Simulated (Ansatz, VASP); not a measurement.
**GaAs: VASP beside Ansatz**

The input INCAR:

```
  PREC = Accurate
  ENCUT = 520
  EDIFF = 1E-7
  ISMEAR = 0
  SIGMA = 0.028999999999999998
  LREAL = False
  LASPH = True
  NELM = 80
  ALGO = Normal
  ISIF = 2
  LWAVE = False
  LCHARG = True
  GGA = PE
  LELF = True
  LVHAR = True
  NBANDS = 16
```

Contents of KPOINTS:

```
regular mesh
0
Gamma
  8 8 8
```

The input POSCAR:

```
GaAs
1.0
    0.0000000000      2.8268500000      2.8268500000
    2.8268500000      0.0000000000      2.8268500000
    2.8268500000      2.8268500000      0.0000000000
As Ga
1 1
Direct
    0.7500000000      0.7500000000      0.7500000000
    0.0000000000      0.0000000000      0.0000000000
```

The input input.yaml:

```yaml
crystal:
  lattice:
    - [0.0, 2.82685, 2.82685]
    - [2.82685, 0.0, 2.82685]
    - [2.82685, 2.82685, 0.0]
  atoms:
    - { symbol: As, position: [0.75, 0.75, 0.75] }
    - { symbol: Ga, position: [0.0, 0.0, 0.0] }
hamiltonian:
  xc: pbe
  pseudopotentials: { kind: paw }
kpoints:
  mp_grid: { grid: [8, 8, 8] }
scf:
  occupations: { method: gaussian, width: 0.029 }
output:
  forces: true
  stress: true
  eigenvalues: true
```

Alike in both runs: task single point; functional PBE; k mesh 8 × 8 × 8; occupations gaussian, width 0.029 eV; no spin polarisation.

```csv
,VASP,Ansatz
version,VASP 6.6.1,Ansatz 0.2.0
potentials or method,"VASP PAW PBE potentials, release 64 (As, Ga_d)",Ansatz PAW
plane-wave cutoff (eV),520,420
valence electrons in the cell,18,28
```

```csv
,VASP,Ansatz,Ansatz less VASP
gap on the k mesh at the Fermi level (eV),0.52,0.52,-0.005
least direct gap on the mesh (eV),0.52,0.52,-0.005
pressure (GPa),3.5,3.3,-0.19
```

The functional is the same, so the differences come from potentials, cutoffs and numerics. The two sets of potentials don't hold the same shells in valence.

A k mesh can miss the band edges. Expect the measured gap to be larger: semilocal functionals such as PBE lack the derivative discontinuity.
